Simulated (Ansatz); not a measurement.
# C in Ansatz: the effect of functional

C:

```
C
1.0
     0.00000    1.78337    1.78337
     1.78337    0.00000    1.78337
     1.78337    1.78337    0.00000
C
2
Direct
  0.75000 0.75000 0.75000
  0.50000 0.50000 0.50000
```

This isn't the form of C at room conditions, which is graphite.

Alike in all runs:

| Item | Value |
| --- | --- |
| Program | Ansatz 0.2.0 |
| Task | single point |
| Potentials or basis | all-electron PAW datasets made for the crystal |
| k mesh | 10 × 10 × 10 |
| Occupations | fermi-dirac, width 0.05 eV |
| Spin | no spin polarisation |

```tsv
functional	cutoff	gap on the mesh (eV)	pressure (GPa)
PBEsol	540 eV (chosen from the basis error)	?	?
HSE06	600 eV (chosen from the basis error)	5.32	-8.1
PBE0	600 eV (chosen from the basis error)	6.07	-8.3
```

**Question.** What does the run with functional PBEsol give?

**Answer.** gap on the mesh 4.04 eV; pressure -4.8 GPa.

A k mesh can miss the band edges.
